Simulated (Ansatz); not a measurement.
**Rocksalt ZnO, cell of 2 atoms**

Aim: the perfect cell at several levels of theory (PBEsol, HSE06 and r²SCAN), as the reference that defects and stacks are counted from.

Method: density functional theory in Ansatz 0.2.0, PAW datasets, plane waves.

## (1) Starting point

2 atoms (1 Zn, 1 O); a = 3.016 Å, b = 3.016 Å, c = 3.016 Å, α = 60.00°, β = 60.00°, γ = 60.00°.

Plan of the steps: (2) PBEsol single point at a 10×10×10 mesh, on 7 threads of Arm Neoverse-V2; (3) HSE06 single point at a 10×10×10 mesh, on 7 threads of Arm Neoverse-V2; (4) r²SCAN single point at a 10×10×10 mesh, on 7 threads of Arm Neoverse-V2.

Structure file:

```
CELL_PARAMETERS angstrom
0.00000 2.13256 2.13256
2.13256 0.00000 2.13256
2.13256 2.13256 0.00000
ATOMIC_POSITIONS crystal
Zn 0.00000 0.00000 0.00000
O 0.50000 0.50000 0.50000
```

## (2) Single point with PBEsol

in.yaml

```yaml
crystal:
  lattice:
    - [0.000000, 2.132560, 2.132560]
    - [2.132560, 0.000000, 2.132560]
    - [2.132560, 2.132560, 0.000000]
  atoms:
    - { symbol: Zn, position: [0.000000, 0.000000, 0.000000] }
    - { symbol: O, position: [0.500000, 0.500000, 0.500000] }
kpoints:
  mp_grid: { grid: [10, 10, 10] }
  band_path: { path: [VBM, CBM], npoints: 2 }
hamiltonian:
  xc: pbesol
scf:
  occupations: { method: fermi_dirac, width: 0.01 }
output:
  forces: true
  eigenvalues: true
  stress: true
  populations: true
```

## (3) Single point with HSE06

Changes to in.yaml since step 2:

```diff
@@ -12,3 +12,3 @@
 hamiltonian:
-  xc: pbesol
+  xc: hse06
 scf:
@@ -18,3 +18,2 @@
   eigenvalues: true
-  stress: true
   populations: true
```

## (4) r²SCAN single point

Changes to in.yaml since step 3:

```diff
@@ -12,3 +12,3 @@
 hamiltonian:
-  xc: hse06
+  xc: r2scan
 scf:
```

What does the calculation give? Wanted: for each run, top filled to lowest empty; gap over the zone; energy; pressure.

As calculated:

| level | time | top filled to lowest empty (eV) | gap over the zone (eV) | energy (eV/atom) | pressure (GPa) |
| --- | --- | --- | --- | --- | --- |
| PBEsol | 1.4 s (7 CPU threads) | 0.87 | 0.87 | -1920.9527 | -0.03 |
| HSE06 | 6.6 min (7 CPU threads) | 2.75 | 2.75 | -1943.2209 | - |
| r²SCAN | 0.9 s (7 CPU threads) | 1.58 | 1.58 | -1947.3602 | - |

At the same k points, PBEsol gives a spacing 1.87 eV smaller and r²SCAN gives a spacing 1.17 eV smaller than the 2.75 eV of HSE06.
